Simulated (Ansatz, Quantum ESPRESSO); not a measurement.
# Complex bands of CaS, rock salt type, lattice constant set to 5.653 Å, part 4 of 4

Wanted: the complex band structure of CaS, rock salt type, lattice constant set to 5.653 Å, as for a tunnel barrier.

Quantum ESPRESSO 7.5; plane-wave DFT, PBEsol, GBRV ultrasoft pseudopotentials; cross-check by Ansatz 0.2.0 with PAW datasets.

So far. Step 2 (SCF with pw.x): The run needed 9 iterations to bring the estimated error under 1e-09 Ry.

## Step 5: The same in Ansatz (continued)

Level of this step: plane-wave DFT, PBEsol, Ansatz PAW (Ansatz).

K across = (0, 0) in the cell's reciprocal vectors. Re kz of states that move upwards against energy, zero at the highest filled level of the SCF mesh:

| energy (eV) | channel 1 (Å⁻¹) | channel 2 (Å⁻¹) | channel 3 (Å⁻¹) | channel 4 (Å⁻¹) | channel 5 (Å⁻¹) |
| --- | --- | --- | --- | --- | --- |
| -2.07 | 0.549 | - | - | - | - |
| -1.38 | -0.371 | - | - | - | - |
| -0.69 | -0.226 | 0.412 | 0.412 | - | - |
| -0.23 | -0.292 | -0.292 | -0.119 | - | - |
| 0.00 | - | - | - | - | - |
| 0.46 | - | - | - | - | - |
| 1.15 | - | - | - | - | - |
| 1.84 | - | - | - | - | - |
| 2.53 | 0.361 | - | - | - | - |
| 2.99 | -0.546 | - | - | - | - |
| 3.68 | -0.284 | - | - | - | - |
| 4.37 | 0.172 | 0.190 | 0.190 | - | - |
| 5.06 | 0.145 | 0.370 | 0.370 | 0.493 | 0.510 |
| 5.52 | -0.428 | -0.218 | 0.219 | 0.470 | 0.470 |
| 6.21 | -0.482 | -0.482 | 0.304 | - | - |
| 6.90 | 0.0863 | 0.380 | - | - | - |

K across = (1/2, 0) in the cell's reciprocal vectors; values within 0.0025 1/Å of each other count once, columns are sorted by size at each energy, a dash where no further value was kept. Im kz of the slowest decaying states against energy, zero at the highest filled level of the SCF mesh:

| energy (eV) | decay 1 (Å⁻¹) | decay 2 (Å⁻¹) | decay 3 (Å⁻¹) |
| --- | --- | --- | --- |
| -2.07 | 0.218 | 0.764 | 0.777 |
| -1.61 | 0.196 | 0.603 | 0.671 |
| -1.15 | 0.0332 | 0.365 | - |
| -0.69 | 0.494 | 0.564 | - |
| -0.46 | 0.519 | 0.614 | 1.50 |
| 0.00 | 0.545 | 0.665 | 1.45 |
| 0.46 | 0.555 | 0.686 | 1.40 |
| 0.92 | 0.555 | 0.690 | 1.35 |
| 1.38 | 0.547 | 0.682 | 1.30 |
| 1.84 | 0.532 | 0.666 | 1.24 |
| 2.30 | 0.511 | 0.643 | 1.18 |
| 2.53 | 0.497 | 0.628 | 1.15 |
| 2.99 | 0.464 | 0.594 | 1.09 |
| 3.45 | 0.422 | 0.551 | 1.02 |
| 3.91 | 0.364 | 0.498 | 0.943 |
| 4.37 | 0.282 | 0.430 | 0.858 |
| 4.83 | 0.105 | 0.337 | 0.760 |
| 5.29 | 0.0780 | 0.150 | 0.180 |
| 5.52 | 0.0606 | 0.177 | 0.552 |
| 5.98 | 0.129 | 0.194 | 1.33 |
| 6.44 | 0.141 | 0.396 | 1.25 |
| 6.90 | 0.214 | 0.502 | 1.17 |

K across = (1/2, 1/2) in the cell's reciprocal vectors; values within 0.0025 1/Å of each other count once, columns are sorted by size at each energy, a dash where no further value was kept. The Im kz of the slowest decaying states by energy, zero at the highest filled level of the SCF mesh:

| energy (eV) | decay 1 (Å⁻¹) | decay 2 (Å⁻¹) | decay 3 (Å⁻¹) |
| --- | --- | --- | --- |
| -2.07 | 0.269 | 1.16 | - |
| -1.84 | 0.193 | 1.17 | - |
| -1.61 | 1.17 | - | - |
| -1.38 | 1.18 | - | - |
| -1.15 | 1.18 | - | - |
| -0.92 | 1.18 | - | - |
| -0.69 | 0.136 | 1.18 | - |
| -0.46 | 0.202 | 0.206 | 1.17 |
| -0.23 | 0.238 | 0.248 | 1.17 |
| 0.00 | 0.259 | 0.278 | 1.17 |
| 0.46 | 0.273 | 0.316 | 1.15 |
| 0.69 | 0.269 | 0.329 | 1.15 |
| 0.92 | 0.261 | 0.339 | 1.14 |
| 1.15 | 0.246 | 0.345 | 1.13 |
| 1.38 | 0.225 | 0.350 | 1.12 |
| 1.61 | 0.197 | 0.353 | 1.11 |
| 1.84 | 0.157 | 0.354 | 1.10 |
| 2.07 | 0.0932 | 0.354 | 1.09 |
| 2.30 | 0.352 | 1.08 | 1.20 |
| 2.53 | 0.348 | 1.06 | 1.17 |
| 2.76 | 0.343 | 1.05 | 1.14 |
| 2.99 | 0.337 | 1.04 | 1.10 |
| 3.22 | 0.330 | 1.02 | 1.06 |
| 3.45 | 0.321 | 1.00 | 1.02 |
| 3.68 | 0.310 | 0.980 | 0.987 |
| 3.91 | 0.298 | 0.935 | 0.969 |
| 4.14 | 0.284 | 0.886 | 0.951 |
| 4.37 | 0.267 | 0.832 | 0.931 |
| 4.83 | 0.226 | 0.703 | 0.888 |
| 5.06 | 0.199 | 0.624 | 0.864 |
| 5.29 | 0.163 | 0.526 | 0.839 |
| 5.52 | 0.101 | 0.394 | 0.812 |
| 5.75 | 0.202 | 0.783 | 1.17 |
| 5.98 | 0.0310 | 0.752 | 1.11 |
| 6.21 | 0.179 | 0.717 | 1.04 |
| 6.44 | 0.117 | 0.679 | 0.951 |
| 6.67 | 0.0499 | 0.636 | 0.797 |
| 6.90 | 0.0810 | 0.142 | 0.463 |

K across = (1/4, 0) in the cell's reciprocal vectors; values within 0.0025 1/Å of each other count once, columns are sorted by size at each energy, a dash where no further value was kept. Table of Im kz of the slowest decaying states by energy, zero at the highest filled level of the SCF mesh:

| energy (eV) | decay 1 (Å⁻¹) | decay 2 (Å⁻¹) | decay 3 (Å⁻¹) |
| --- | --- | --- | --- |
| -2.07 | 0.0387 | 0.834 | 0.850 |
| -1.84 | 0.781 | 0.812 | 1.25 |
| -1.61 | 0.715 | 0.777 | 1.21 |
| -1.38 | 0.0756 | 0.628 | 0.751 |
| -1.15 | 0.179 | 0.477 | 0.741 |
| -0.92 | 0.233 | 0.675 | 0.745 |
| -0.69 | 0.271 | 0.668 | 0.749 |
| -0.46 | 0.0538 | 0.239 | 0.298 |
| -0.23 | 0.241 | 0.315 | 0.364 |
| 0.00 | 0.321 | 0.427 | 0.585 |
| 0.46 | 0.366 | 0.490 | 0.567 |
| 0.69 | 0.378 | 0.505 | 0.559 |
| 0.92 | 0.385 | 0.514 | 0.552 |
| 1.15 | 0.389 | 0.517 | 0.544 |
| 1.38 | 0.389 | 0.517 | 0.536 |
| 1.61 | 0.386 | 0.512 | 0.527 |
| 1.84 | 0.381 | 0.505 | 0.517 |
| 2.07 | 0.372 | 0.494 | 0.505 |
| 2.30 | 0.362 | 0.480 | 0.492 |
| 2.53 | 0.349 | 0.464 | 0.475 |
| 2.76 | 0.332 | 0.444 | 0.453 |
| 2.99 | 0.313 | 0.420 | 0.627 |
| 3.22 | 0.289 | 0.363 | 0.394 |
| 3.45 | 0.234 | 0.260 | 0.362 |
| 3.68 | 0.223 | 0.325 | 0.531 |
| 3.91 | 0.169 | 0.278 | 0.515 |
| 4.14 | 0.216 | 0.498 | 0.689 |
| 4.37 | 0.0777 | 0.118 | 0.136 |
| 4.83 | 0.123 | 0.436 | 0.614 |
| 5.06 | 0.249 | 0.409 | 0.526 |
| 5.29 | 0.378 | 0.418 | 0.551 |
| 5.52 | 0.340 | 0.415 | 0.512 |
| 5.75 | 0.293 | 0.391 | 0.465 |
| 5.98 | 0.229 | 0.284 | 0.339 |
| 6.21 | 0.108 | 0.324 | 0.379 |
| 6.44 | 0.0232 | 0.143 | 0.443 |
| 6.67 | 0.124 | 0.148 | 0.214 |
| 6.90 | 0.251 | 0.272 | 0.349 |

## Step 6: A check by hand

T falls as exp(−2κd). With κ = 0.202 1/Å, 10 Å of barrier pass exp(−2 × 0.202 × 10) = 0.018 of that channel, interfaces aside.

## Step 7: Outcome

| Item | Value |
| --- | --- |
| gap on the SCF mesh | 2.19 eV |
| smallest κ at mid-gap among the four k points, at the zone centre | 0.202 Å⁻¹ |
| peak of the smallest κ in the stop band at the zone centre | 0.222 Å⁻¹ |
| peak of the smallest κ in the stop band at (1/2, 0) | 0.556 Å⁻¹ |
| peak of the smallest κ in the stop band at (1/2, 1/2) | 0.273 Å⁻¹ |
| peak of the smallest κ in the stop band at (1/4, 0) | 0.389 Å⁻¹ |
| energy of the peak at the zone centre, over the highest filled level | 1.84 eV |
| peak at the zone centre by Ansatz | 0.222 Å⁻¹ |

In words: With a gap of 2.19 eV on the mesh, the smallest κ at mid-gap among the four k points, at the zone centre is 0.202 Å⁻¹ (PBEsol, GBRV ultrasoft). For a barrier with the Fermi level at mid-gap the slowest state found, at the zone centre, loses a factor of ten in probability every 5.7 Å or so. Stop bands away from the zone centre are mostly wider than the gap, so their peaks can lie above the conduction bottom. At the zone centre pwcond's peak is 0.222 and Ansatz's 0.222 1/Å, 0 % apart. The cell is the a/√2 one, turned by 45°, with two primitive cells, so X along [001] folds onto kz = 0. A semilocal gap is too small, often by a third to a half and by more in narrow-gap crystals, so real barriers decay faster.

[Hosts, paths, dates, database ids (printed as entryN), source tags and the programs' standing remarks are cut or masked in the printed files.]

[Maps of the electrostatic potential energy from Ansatz leave out the sawtooth potential of an applied field or a dipole correction, so their vacuum need not be flat; planar profiles and work functions include it.]
